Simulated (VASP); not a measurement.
Wanted: the native input for a VASP 6.6.1 run.

```
Task                   : relaxation of the atoms
Functional             : PBE
Potentials or basis    : VASP PAW PBE potentials, release 64 (Zn, H, O)
Cutoff                 : 450 eV
k mesh                 : 3 × 3 × 3
Occupations            : gaussian, width 0.01 eV
Spin                   : no spin polarisation
Monkhorst-Pack mesh    : no
Further INCAR settings : PREC = Normal; LREAL = Auto; ALGO = Normal; EDIFF = 1e-06; IBRION = 2; EDIFFG = -0.025; NSW = 70; NELECT = 138.0
```

The structure of Zn8HO7 (a cell with a defect) lies in POSCAR:

```
Zn8HO7
1.0
    0.0000000000      0.0000000000     -5.3003900000
   -3.2865000000      5.6923860000      0.0000000000
    6.5730020000      0.0000000000      0.0000000000
Zn H O
8 1 7
Direct
    0.5001730000      0.3333335000      0.1666665000
    0.5001730000      0.8333335000      0.1666665000
    0.5001730000      0.3333335000      0.6666665000
    0.5001730000      0.8333335000      0.6666665000
    0.0001730000      0.1666665000      0.3333335000
    0.0001730000      0.6666665000      0.3333335000
    0.0001730000      0.1666665000      0.8333335000
    0.0001730000      0.6666665000      0.8333335000
    0.6208170000      0.1666665000      0.3333335000
    0.6208170000      0.6666665000      0.3333335000
    0.6208170000      0.1666665000      0.8333335000
    0.6208170000      0.6666665000      0.8333335000
    0.1208170000      0.3333335000      0.1666665000
    0.1208170000      0.8333335000      0.1666665000
    0.1208170000      0.3333335000      0.6666665000
    0.1208170000      0.8333335000      0.6666665000
```

These files were run (other wordings do the same):

INCAR

```
SYSTEM = Zn8HO7
  PREC = Normal
  ENCUT = 450
  EDIFF = 1E-6
  ISMEAR = 0
  SIGMA = 0.01
  LREAL = Auto
  LASPH = .True.
  NELM = 80
  ALGO = Normal
  ISIF = 2
  LWAVE = .False.
  LCHARG = .False.
  GGA = PE
  IBRION = 2
  NSW = 70
  EDIFFG = -0.025
  ICORELEVEL = 1
  NELECT = 138.0
  KPAR = 2
```

KPOINTS

```
Automatic mesh
0
Gamma
  3 3 3
  0 0 0
```

Potentials or basis: VASP PAW PBE potentials, release 64 (Zn, H, O).

Run with:

```bash
$ cat potpaw_PBE.64/Zn/POTCAR potpaw_PBE.64/H/POTCAR potpaw_PBE.64/O/POTCAR > POTCAR
$ mpirun -np 2 vasp_std > vasp.out
```

It gave:

```yaml
Energy_gained_by_relaxing: 6.1 meV/atom
Ionic_steps: 7
Largest_force_after_relaxing: 0.015 eV/Å
Band_gap_on_the_k_mesh: 1.87 eV, direct
```

Caveat: the cell is charged against a uniform background, so pressure and absolute levels hang on convention.

Run time: 5.7 min on 2 MPI ranks on AMD EPYC 7R43 64-Core Processor (Zen 3), with other jobs on the host, peak memory 0.19 GiB a rank.
